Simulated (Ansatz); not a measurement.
# WC (Qusongite) (P-6m2) in Ansatz: further runs

The runs below take WC (Qusongite) through relaxation of cell and atoms, single point, with revPBE, BLYP, PBE.

Program: Ansatz 0.2.0. These are calculated values, not measurements. Logs are shortened: lines on timing, memory, paths and dates and some standing lists are left out, and cuts for length are marked.

## Step 1: The structure

Symmetry: P-6m2, No. 187, hexagonal system. The conventional cell has a = 2.907 Å, b = 2.907 Å, c = 2.837 Å, α = 90.00°, β = 90.00°, γ = 120.00°. Around W (site symmetry -6m2) lie 6 C at 2.20 Å. C (site symmetry -6m2) has 6 W at 2.20 Å as nearest neighbours.

## Step 2: Relaxation of cell and atoms, revPBE

File input.yaml:

```yaml
crystal:
  lattice:
    - [2.9065, 0.0, 0.0]
    - [-1.45325, 2.5171028361, 0.0]
    - [0.0, 0.0, 2.8366]
  atoms:
    - { symbol: W, position: [0.0, 0.0, 0.0] }
    - { symbol: C, position: [0.6666666667, 0.3333333333, 0.5] }
hamiltonian:
  xc: revpbe
  pseudopotentials: { kind: paw }
kpoints:
  mp_grid: { grid: [10, 10, 9] }
scf:
  occupations: { method: fermi_dirac, width: 0.05 }
output:
  forces: true
  stress: true
relax:
  f_tol: 0.01
  max_steps: 40
  cell: { stress_tol: 0.05 }
```

Potentials or basis: Ansatz PAW.

Command:

```bash
> ansatz run input.yaml --threads 2 --pin off --max-ram 5632MiB --backend cpu --events-out ev --progress --plain --runs-dir out
```

Output:

```text
Warning: RAYON_NUM_THREADS=2 ignored (pool sized by the plan → 2); use --threads N
Engine: ansatz 0.2.0, x86_64-unknown-linux-gnu
Pseudopotentials: kind: paw
Pseudopotential: W, paw, valence charge 14, recommended cutoff 420 eV (normal), W.paw.azcp
Pseudopotential: C, paw, valence charge 4, recommended cutoff 420 eV (normal), C.paw.azcp
Functional definition: revPBE
  parameter kappa = 1.245
  parameter beta = 0.06672455060314922
  exchange = pbe_x(kappa = kappa, mu = beta*pi^2/3)
  correlation = pbe_c(beta = beta)
Crystal: 2 atoms, lattice volume = 20.752 Å³
Basis set: ecut = 420 eV, 405 PW (Γ), exchange–correlation on 40×40×40 points (8 copies of the dense FFT grid, shifted against one another)
Bands: 13, of which v1, the nominal top of the filled ones, is band 9 counted from 1 (8 counted from 0)
Symmetry: 12 space group operations
Space group: P-6m2 (ITA 187), of the structure as read, at distance tolerance 2.7e-5 Å
k-points: 70 of 900 (time reversal used)
Non-local potential: W, projectors of the file, l = 0: 3, l = 1: 2, l = 2: 2, l = 3: 1
Non-local potential: C, projectors of the file, l = 0: 2, l = 1: 2, l = 2: 1
PAW form: soft (Blöchl's): semilocal exchange-correlation on the pseudo side does not see the compensation charge
PAW frozen core: W, regenerated for the run's functional, and the local potential with it (the file was generated under x = pbe(κ = 0.804, μ = 0.2195149727645171), c = pbe(β = 0.06672455060314922))
PAW frozen core: C, regenerated for the run's functional, and the local potential with it (the file was generated under x = pbe(κ = 0.804, μ = 0.2195149727645171), c = pbe(β = 0.06672455060314922))
PAW one-centre angular grid: W, 590 points (default); XC on 64 Gauss nodes
PAW one-centre angular grid: C, 110 points (default); XC on 64 Gauss nodes
Initial density: superposition of atomic densities (neutral atoms: chi_scale 0, normalization atom), corrected by the library's trained network
Initial wavefunctions: pseudopotential atomic-orbital guess
Functional: x = revpbe(κ = 1.245, μ = 0.2195149727645171), c = pbe(β = 0.06672455060314922)
SCF iter   1: F=—  HF=-10646.000660 eV  |F-HF|=—  |Δ(HF+E_count)|=         —  Δρ=7.76e-3  dr2=3.79e-3  ethr=1.77e-3  ⟨swp⟩=5.8  Hψ=4558  notcnv=0
preconditioner: auto → none  [metal: Δε(μ)=0.104 eV  Ē_g=10.109 eV  σ=0.050 eV  W_gap=0.42  n_scr=8 (ndim 8)  ℏωp=25.8 eV  f_vac=0.000  D(μ)=0.24/eV (n_scr^D=0)  sad-step TF]
SCF iter   2: F=—  HF=-10646.003521 eV  |F-HF|=—  |Δ(HF+E_count)|=   2.86e-3  Δρ=4.53e-3  dr2=1.37e-3  ethr=2.11e-5  ⟨swp⟩=2.2  Hψ=1712  notcnv=0
SCF iter   3: F=—  HF=-10646.004666 eV  |F-HF|=—  |Δ(HF+E_count)|=   1.14e-3  Δρ=3.90e-4  dr2=2.72e-5  ethr=7.60e-6  ⟨swp⟩=2.1  Hψ=1269  notcnv=0
SCF iter   4: F=—  HF=-10646.004650 eV  |F-HF|=—  |Δ(HF+E_count)|=   1.59e-5  Δρ=1.39e-4  dr2=1.99e-6  ethr=1.51e-7  ⟨swp⟩=2.5  Hψ=1501  notcnv=0
iter 5 did not close the SCF: its close was put off for the readings that it lacked (scf_convergence_deferred on its scf_iter line)
SCF iter   5: F=-10646.004651 eV  HF=-10646.004651 eV  |F-HF|=5.72e-8  |Δ(HF+E_count)|=   9.89e-7  Δρ=2.43e-5  dr2=9.02e-8  ethr=1.11e-8  ⟨swp⟩=2.0  Hψ=1469  notcnv=0
SCF iter   6: F=-10646.004651 eV  HF=-10646.004651 eV  |F-HF|=2.04e-9  |Δ(HF+E_count)|=   3.04e-8  Δρ=4.56e-6  dr2=3.66e-9  ethr=5.01e-10  ⟨swp⟩=2.3  Hψ=3344  notcnv=0
SCF 1 converged in 6 iterations: F = -10646.004651 eV  dr2 = 3.66e-9
relax step   1: F+E_penalty+E_count = -10646.00465060 eV  Δ(F+E_penalty+E_count) = +0.000e0 eV  max|allowed force component| = 1.850e-16 eV/Å  Δτ_max = 0.0000 Å  P = +8.813 GPa  Ω = 20.752 Å³  (6 SCF iters, dr2 threshold 1.00e-7 eV, accepted)
Crystal: 2 atoms, lattice volume = 21.510 Å³
Initial density: handed on by an earlier stage of this run
Initial wavefunctions: those handed on with the density
iter 1 solved again at ethr=6.02e-5 eV; its pass at ethr=3.10e-3 eV (dr2=1.08e-2 eV) is discarded
SCF iter   1: F=—  HF=-10646.010655 eV  |F-HF|=—  |Δ(HF+E_count)|=         —  Δρ=6.84e-3  dr2=1.16e-2  ethr=6.02e-5  ⟨swp⟩=1.0  Hψ=5779  notcnv=0
preconditioner: auto → none  [metal: Δε(μ)=0.109 eV  Ē_g=9.772 eV  σ=0.050 eV  W_gap=0.41  n_scr=8 (ndim 8)  ℏωp=25.3 eV  f_vac=0.000  D(μ)=0.23/eV (n_scr^D=0)]
SCF iter   2: F=—  HF=-10646.008381 eV  |F-HF|=—  |Δ(HF+E_count)|=   2.27e-3  Δρ=2.71e-3  dr2=1.91e-3  ethr=6.02e-5  ⟨swp⟩=1.7  Hψ=1099  notcnv=0
SCF iter   3: F=—  HF=-10646.007986 eV  |F-HF|=—  |Δ(HF+E_count)|=   3.95e-4  Δρ=3.37e-4  dr2=1.80e-5  ethr=1.06e-5  ⟨swp⟩=2.0  Hψ=1141  notcnv=0
SCF iter   4: F=—  HF=-10646.007981 eV  |F-HF|=—  |Δ(HF+E_count)|=   4.16e-6  Δρ=6.05e-5  dr2=2.98e-7  ethr=1.00e-7  ⟨swp⟩=2.3  Hψ=1231  notcnv=0
iter 5 did not close the SCF: its close was put off for the readings that it lacked (scf_convergence_deferred on its scf_iter line)
SCF iter   5: F=-10646.007982 eV  HF=-10646.007982 eV  |F-HF|=3.11e-10  |Δ(HF+E_count)|=   2.12e-7  Δρ=6.54e-6  dr2=4.00e-9  ethr=1.66e-9  ⟨swp⟩=2.6  Hψ=1442  notcnv=0
SCF iter   6: F=-10646.007982 eV  HF=-10646.007982 eV  |F-HF|=8.19e-11  |Δ(HF+E_count)|=   2.05e-9  Δρ=1.11e-6  dr2=6.26e-11  ethr=2.22e-11  ⟨swp⟩=1.9  Hψ=2690  notcnv=0
SCF 2 converged in 6 iterations: F = -10646.007982 eV  dr2 = 6.26e-11
relax step   2: F+E_penalty+E_count = -10646.00798161 eV  Δ(F+E_penalty+E_count) = -3.331e-3 eV  max|allowed force component| = 9.252e-17 eV/Å  Δτ_max = 0.0000 Å  P = -4.479 GPa  Ω = 21.510 Å³  energy of the carried Pulay correction = -1.353e-3 eV  (6 SCF iters, dr2 threshold 2.00e-7 eV, accepted)
Crystal: 2 atoms, lattice volume = 21.247 Å³
iter 1 solved again at ethr=6.17e-6 eV; its pass at ethr=3.10e-3 eV (dr2=1.11e-3 eV) is discarded
SCF iter   1: F=—  HF=-10646.016662 eV  |F-HF|=—  |Δ(HF+E_count)|=         —  Δρ=2.27e-3  dr2=1.09e-3  ethr=6.17e-6  ⟨swp⟩=1.9  Hψ=5732  notcnv=0
[... 40 lines left out ...]
relax step   5: F+E_penalty+E_count = -10646.01737895 eV  Δ(F+E_penalty+E_count) = -8.697e-4 eV  max|allowed force component| = 1.180e-16 eV/Å  Δτ_max = 0.0000 Å  P = +0.038 GPa  Ω = 21.222 Å³  stress off target by 5.13e-2 GPa  SCF on the basis re-selected at this cell (its energy is not comparable with the rows above)  (8 SCF iters)
basis re-selected at this cell: Δ(F+E_penalty+E_count) = -8.697e-4 eV, ΔP = +0.039 GPa vs the last step (what re-selecting the basis moved, of the pressure what is left beyond the Pulay correction that the steps carried, after the strain that the cell walked since its last selection, with what the two solves' SCF thresholds leave and, on support functions, any second-order correction that the steps lacked; it is no measure of the basis error at this ecutwfc). This SCF's stress stands 5.13e-2 GPa from its target on what of the cell is left free (relax.cell.stress_tol is 5.00e-2 GPa) and its largest allowed force component is 1.18e-16 eV/Å (relax.f_tol is 1.00e-2 eV/Å): not within both, so this SCF does not close the relaxation
Crystal: 2 atoms, lattice volume = 21.224 Å³
iter 1 solved again at ethr=4.84e-10 eV; its pass at ethr=3.10e-3 eV (dr2=8.71e-8 eV) is discarded
SCF iter   1: F=—  HF=-10646.017381 eV  |F-HF|=—  |Δ(HF+E_count)|=         —  Δρ=1.95e-5  dr2=8.88e-8  ethr=4.84e-10  ⟨swp⟩=2.0  Hψ=5541  notcnv=0
preconditioner: auto → none  [metal: Δε(μ)=0.103 eV  Ē_g=9.903 eV  σ=0.050 eV  W_gap=0.43  n_scr=8 (ndim 8)  ℏωp=25.5 eV  f_vac=0.000  D(μ)=0.25/eV (n_scr^D=0)]
SCF iter   2: F=—  HF=-10646.017375 eV  |F-HF|=—  |Δ(HF+E_count)|=   6.05e-6  Δρ=7.84e-6  dr2=1.48e-8  ethr=4.84e-10  ⟨swp⟩=2.3  Hψ=1209  notcnv=0
iter 3 did not close the SCF: its close was put off for the readings that it lacked (scf_convergence_deferred on its scf_iter line)
SCF iter   3: F=-10646.017375 eV  HF=-10646.017375 eV  |F-HF|=4.73e-11  |Δ(HF+E_count)|=   2.83e-9  Δρ=1.01e-6  dr2=1.58e-10  ethr=8.24e-11  ⟨swp⟩=2.2  Hψ=1171  notcnv=0
iter 4 did not close the SCF: its close was put off for the readings that it lacked (scf_convergence_deferred on its scf_iter line)
SCF iter   4: F=-10646.017375 eV  HF=-10646.017375 eV  |F-HF|=1.82e-12  |Δ(HF+E_count)|=  7.28e-12  Δρ=1.68e-7  dr2=2.26e-12  ethr=1.00e-12  ⟨swp⟩=2.2  Hψ=1228  notcnv=0
iter 5 did not close the SCF: its close was put off for the readings that it lacked (scf_convergence_deferred on its scf_iter line)
SCF iter   5: F=-10646.017375 eV  HF=-10646.017375 eV  |F-HF|=3.64e-12  |Δ(HF+E_count)|=  3.64e-12  Δρ=1.93e-8  dr2=3.26e-14  ethr=1.00e-12  ⟨swp⟩=1.0  Hψ=910  notcnv=0
iter 6 did not close the SCF: its close was put off for the readings that it lacked (scf_convergence_deferred on its scf_iter line)
SCF iter   6: F=-10646.017375 eV  HF=-10646.017375 eV  |F-HF|=3.64e-12  |Δ(HF+E_count)|=  1.82e-12  Δρ=4.63e-9  dr2=1.37e-15  ethr=1.00e-12  ⟨swp⟩=1.0  Hψ=910  notcnv=0
SCF iter   7: F=-10646.017375 eV  HF=-10646.017375 eV  |F-HF|=3.64e-12  |Δ(HF+E_count)|=  5.46e-12  Δρ=1.12e-9  dr2=2.72e-16  ethr=1.00e-12  ⟨swp⟩=1.0  Hψ=2101  notcnv=0
SCF 6 converged in 7 iterations: F = -10646.017375 eV  dr2 = 2.72e-16
relax step   6: F+E_penalty+E_count = -10646.01737537 eV  Δ(F+E_penalty+E_count) = +3.581e-6 eV  max|allowed force component| = 1.110e-16 eV/Å  Δτ_max = 0.0000 Å  P = +0.000 GPa  Ω = 21.224 Å³  energy of the carried Pulay correction = -3.966e-6 eV  (7 SCF iters, dr2 threshold 6.58e-9 eV, accepted)
iter 1 solved again at ethr=6.99e-8 eV; its pass at ethr=3.10e-3 eV (dr2=1.26e-5 eV) is discarded
SCF iter   1: F=—  HF=-10646.017387 eV  |F-HF|=—  |Δ(HF+E_count)|=         —  Δρ=1.25e-6  dr2=7.29e-11  ethr=6.99e-8  ⟨swp⟩=3.1  Hψ=7129  notcnv=0
eigensolver tolerance schedule: the retry pair's looser diagonalisation over-reported the residual by 172635.26 of it (diagonalisation noise at an unbounded share of the residual, at the tolerance the schedule requests for it); recorded, not acted on — ethr = c·dr2/N_el stays at c = 1.0e-1
SCF iter   2: F=—  HF=-10646.017381 eV  |F-HF|=—  |Δ(HF+E_count)|=   5.81e-6  Δρ=6.88e-7  dr2=3.95e-11  ethr=1.00e-12  ⟨swp⟩=4.0  Hψ=2348  notcnv=0
iter 3 did not close the SCF: its close was put off for the readings that it lacked (scf_convergence_deferred on its scf_iter line)
SCF iter   3: F=-10646.017381 eV  HF=-10646.017381 eV  |F-HF|=3.64e-12  |Δ(HF+E_count)|=  5.46e-12  Δρ=4.54e-7  dr2=1.42e-11  ethr=1.00e-12  ⟨swp⟩=1.0  Hψ=910  notcnv=0
iter 4 did not close the SCF: its close was put off for the readings that it lacked (scf_convergence_deferred on its scf_iter line)
SCF iter   4: F=-10646.017381 eV  HF=-10646.017381 eV  |F-HF|=9.09e-12  |Δ(HF+E_count)|=  7.28e-12  Δρ=5.92e-8  dr2=4.34e-13  ethr=1.00e-12  ⟨swp⟩=1.0  Hψ=910  notcnv=0
iter 5 did not close the SCF: its close was put off for the readings that it lacked (scf_convergence_deferred on its scf_iter line)
SCF iter   5: F=-10646.017381 eV  HF=-10646.017381 eV  |F-HF|=0.00e0  |Δ(HF+E_count)|=  9.09e-12  Δρ=2.75e-8  dr2=6.17e-14  ethr=1.00e-12  ⟨swp⟩=1.0  Hψ=910  notcnv=0
iter 6 did not close the SCF: its close was put off for the readings that it lacked (scf_convergence_deferred on its scf_iter line)
SCF iter   6: F=-10646.017381 eV  HF=-10646.017381 eV  |F-HF|=3.64e-12  |Δ(HF+E_count)|=  3.64e-12  Δρ=1.87e-8  dr2=3.69e-14  ethr=1.00e-12  ⟨swp⟩=1.0  Hψ=910  notcnv=0
SCF iter   7: F=-10646.017381 eV  HF=-10646.017381 eV  |F-HF|=5.46e-12  |Δ(HF+E_count)|=  1.82e-12  Δρ=5.42e-9  dr2=2.35e-15  ethr=1.00e-12  ⟨swp⟩=2.7  Hψ=2734  notcnv=0
SCF 7 converged in 7 iterations: F = -10646.017381 eV  dr2 = 2.35e-15
relax step   7: F+E_penalty+E_count = -10646.01738121 eV  Δ(F+E_penalty+E_count) = -5.834e-6 eV  max|allowed force component| = 1.480e-16 eV/Å  Δτ_max = 0.0000 Å  P = +0.000 GPa  Ω = 21.224 Å³  stress off target by 6.55e-4 GPa  SCF on the basis re-selected at this cell (its energy is not comparable with the rows above)  (7 SCF iters)
basis re-selected at this cell: Δ(F+E_penalty+E_count) = -5.834e-6 eV, ΔP = +0.000 GPa vs the last step (what re-selecting the basis moved, of the pressure what is left beyond the Pulay correction that the steps carried, after the strain that the cell walked since its last selection, with what the two solves' SCF thresholds leave and, on support functions, any second-order correction that the steps lacked; it is no measure of the basis error at this ecutwfc). This SCF's stress stands 6.55e-4 GPa from its target on what of the cell is left free (relax.cell.stress_tol is 5.00e-2 GPa) and its largest allowed force component is 1.48e-16 eV/Å (relax.f_tol is 1.00e-2 eV/Å): within both
SCF converged after 7 iterations
Free energy (F): -10646.017381 eV
Harris-Foulkes:  -10646.017381 eV  (|F-HF|=5.46e-12)
Internal energy: -10646.015494 eV  (E = F + TS)
E sigma→0 (E₀):  -10646.016438 eV
Entropy (-TS):   -0.001887 eV (-0.944 meV/atom)
Fermi energy:    20.129506 eV
--- Per-component energies (eV) ---
  E_band       = -66.401111
  E_kinetic    = 539.964813
  E_local      = -680.003996  (includes V_loc(G=0)·N_el)
  E_nonlocal   = 24.271457
  E_hartree    = 239.463840
  E_xc         = -316.241876
  E_vxc        = -299.615371  (∫ρ·V_xc dr)
  E_paw        = -8670.663605  (= ΣΔE_a)
  E_vpaw       = -129.945653  (= ΣTr[D̂ρ^β])
  E_aug_tail   = -0.000040  (compensation charges beyond the density's cutoff)
  E_ewald      = -1782.781916
  E_core_change = -0.024171  (= ΣΔE_core)
  E_smearing   = -0.001887  (= −TS)
  E_closure    = 0.000000  (closes the sum)
  Σ components = -10646.017381   (vs F -10646.017381, Δ=0.00e0)
--- Forces (eV/Å), atoms counted from 1 ---
  atom   1  W      0.00000000     0.00000000     0.00000000
  atom   2  C      0.00000000     0.00000000     0.00000000
  max |Σ_I F_I| component: 4.44e-16 eV/Å
--- Stress (GPa, compression-positive) ---
        0.000655      -0.000000       0.000000
       -0.000000       0.000655       0.000000
        0.000000       0.000000       0.000023
  P = ⅓ Tr σ = 0.0004 GPa (0.004 kbar)
--- Relaxed structure (5 steps of the walk, 5 accepted, 2 SCFs on fresh bases) ---
  F+E_penalty+E_count = -10646.01738121 eV   max|allowed force component| = 1.480e-16 eV/Å   (the final SCF, on the basis selected at the relaxed cell)
  cell:  # Å, volume = 21.2240 Å³
    - [2.9308444675247074, 2.7027788367830284e-18, 2.036984313818641e-34]
    - [-1.4654222337623537, 2.5381857634174727, 4.515746454884762e-35]
    - [1.9879957696808357e-34, 1.6566631414006964e-34, 2.8530581727525495]
  atoms:
    - { symbol: W, position: [-3.700743415524894e-17, 2.550458562606147e-35, 0.0] }
    - { symbol: C, position: [0.6666666666666666, 0.3333333333333333, 0.5] }
```

Run time: 11 s. Hardware: 2 threads of Intel Xeon at 2.70GHz, shared host; peak memory 0.34 GiB.

Results:

```yaml
Free_energy: -10646.0174 eV
Relaxed_volume: 10.61 Å³/atom
Relaxed_cell: a = 2.931 Å, b = 2.931 Å, c = 2.853 Å, α = 90.00°, β = 90.00°, γ = 120.00°
Space_group_after_relaxing_to_0.05_Å: P-6m2 (No. 187)
Energy_gained_by_relaxing: 6.4 meV/atom
Ionic_steps: 7
Pressure_after_relaxing: 0.0 GPa
```

Step by step:
```csv
step,energy change (eV),largest force (eV/Å),volume (Å³)
1,0.0000,0.0000,20.75
2,-0.0033,0.0000,21.51
3,-0.0117,0.0000,21.25
4,-0.0119,0.0000,21.22
5,-0.0127,0.0000,21.22
6,-0.0127,0.0000,21.22
7,-0.0127,0.0000,21.22
```

Final structure:
```yaml
crystal:
  lattice:
    - [2.93084, 0.00000, 0.00000]
    - [-1.46542, 2.53819, 0.00000]
    - [0.00000, 0.00000, 2.85306]
  atoms:
    - { symbol: W, position: [0.00000, 0.00000, 0.00000] }
    - { symbol: C, position: [0.66667, 0.33333, 0.50000] }
```

Caveat: the plane-wave basis is chosen anew once the cell has moved, so the energies of steps on either side of that aren't comparable; the PAW data sets come from PBE, with cores solved anew for the run's functional, which leaves a small shift of forces and pressure.

## Step 3: Relaxation of cell and atoms, BLYP

input.yaml: that of step 2 with these lines changed.

```diff
@@ -9,3 +9,3 @@
 hamiltonian:
-  xc: revpbe
+  xc: blyp
   pseudopotentials: { kind: paw }
```

Potentials or basis: Ansatz PAW.

Command:

```bash
> ansatz run input.yaml --threads 2 --pin off --max-ram 5632MiB --backend cpu --events-out ev --progress --plain --runs-dir out
```

Run time: 13 s. Hardware: 2 threads of Intel Xeon at 2.70GHz, shared host; peak memory 0.34 GiB.

It converged, with:

| Property | Result |
| --- | --- |
| Free energy | -10660.8266 eV |
| Relaxed volume | 10.89 Å³/atom |
| Relaxed cell | a = 2.959 Å, b = 2.959 Å, c = 2.872 Å, α = 90.00°, β = 90.00°, γ = 120.00° |
| Space group after relaxing (to 0.05 Å) | P-6m2 (No. 187) |
| Energy gained by relaxing | 28.5 meV/atom |
| Ionic steps | 8 |
| Pressure after relaxing | 0.0 GPa |

Step by step:
```tsv
step	energy change (eV)	largest force (eV/Å)	volume (Å³)
1	0.0000	0.0000	20.75
2	-0.0211	0.0000	22.37
3	-0.0538	0.0000	21.85
4	-0.0545	0.0000	21.77
5	-0.0545	0.0000	21.77
6	-0.0571	0.0000	21.77
7	-0.0570	0.0000	21.78
8	-0.0571	0.0000	21.78
```

Final structure:
```xyz
2
Lattice="2.9592 0.0000 0.0000 -1.4796 2.5628 0.0000 0.0000 0.0000 2.8716" Properties=species:S:1:pos:R:3 pbc="T T T"
W     0.0000    0.0000    0.0000
C     1.4796    0.8543    1.4358
```

Caveat: the plane-wave basis is chosen anew once the cell has moved, so the energies of steps on either side of that aren't comparable; the pressure holds a Pulay correction of +0.3 GPa for the finite cutoff; the PAW data sets come from PBE, with cores solved anew for the run's functional, which leaves a small shift of forces and pressure.

## Step 4: Single point, PBE

input.yaml: that of step 3 with these lines changed.

```diff
@@ -9,3 +9,3 @@
 hamiltonian:
-  xc: blyp
+  xc: pbe
   pseudopotentials: { kind: paw }
@@ -14,3 +14,3 @@
 scf:
-  occupations: { method: fermi_dirac, width: 0.05 }
+  occupations: { method: gaussian, width: 0.012 }
 output:
@@ -18,5 +18,2 @@
   stress: true
-relax:
-  f_tol: 0.01
-  max_steps: 40
-  cell: { stress_tol: 0.05 }
+  eigenvalues: true
```

Command:

```bash
> ansatz run input.yaml --threads 2 --pin off --max-ram 5632MiB --backend cpu --events-out ev --progress --plain --runs-dir out
```

Run time: 1.7 s. Hardware: 2 threads of Intel Xeon at 2.70GHz, shared host; peak memory 0.32 GiB.

Results (log left out):

| Item | Value |
| --- | --- |
| Free energy | -10636.0575 eV |
| Pressure | 5.6 GPa |
| Band gap on the k mesh | none (metal or under the smearing width) |

Stress tensor (GPa, compression positive):
```
5.90 0.00 0.00
0.00 5.90 0.00
0.00 0.00 4.99
```

Levels at points of the mesh, in eV from the Fermi level:
```tsv
k point	band 6	band 7	band 8	band 9	band 10	band 11	band 12	band 13
(0.00, 0.00, 0.00)	-4.33	-3.35	-3.35	0.06	3.22	3.22	5.60	5.60
(0.00, -0.50, 0.00)	-7.05	-3.64	-3.58	-0.48	2.33	4.52	4.86	6.84
```

Caveat: the pressure holds a Pulay correction of +0.3 GPa for the finite cutoff. The run has no spin-orbit coupling, so splittings on W are missing.

## Step 5: Summary

```tsv
task	level	cell	smearing	pressure (GPa)	relaxed volume (Å³/atom)
relaxation of cell and atoms	revPBE	relaxed	fermi-dirac 0.05 eV	0.0	10.61
relaxation of cell and atoms	BLYP	relaxed	fermi-dirac 0.05 eV	0.0	10.89
single point	PBE	as given	gaussian 0.012 eV	5.6	-
```

Alike in all rows: potentials or basis Ansatz PAW; no spin polarisation; k mesh 10 × 10 × 9; cutoff (eV) 420.

Caveats: the plane-wave basis is chosen anew once the cell has moved, so the energies of steps on either side of that aren't comparable (some runs); the PAW data sets come from PBE, with cores solved anew for the run's functional, which leaves a small shift of forces and pressure (some runs).

Total energies depend on the potentials used, so only differences within one code and one set of settings carry meaning.
